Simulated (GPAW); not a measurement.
The system is GaSb.

```xyz
2
Lattice="-2.7534 2.7534 1.5907 2.7534 -2.7534 1.5907 2.7534 2.7534 -1.5907" Properties=species:S:1:pos:R:3 pbc="T T T"
Sb    0.0000    0.0000    0.0000
Ga    0.0000    2.7534    0.7954
```

Measurements of this composition are mostly on another form, of space group No. 216.

Base run:

| Property | Result |
| --- | --- |
| Program | GPAW 26.7.0 |
| Functional | revPBE |
| Potentials or basis | the program's PAW data sets (release 1.2.1) made for this functional |
| Cutoff | 600 eV |
| Basis | pw |
| k mesh | 10 × 10 × 10 |
| Occupations | fermi-dirac, width 0.05 eV |
| Spin | no spin polarisation |

Its results: band gap on the k mesh none (metal or under the smearing width); pressure 1.0 GPa.

Problem. The run is repeated on the same cell with these changes: functional from revPBE to LDA. What comes out?

Solution. Band gap on the k mesh none (metal or under the smearing width); pressure -4.5 GPa.

LDA binds more tightly than revPBE, so the same cell stands under less pressure.
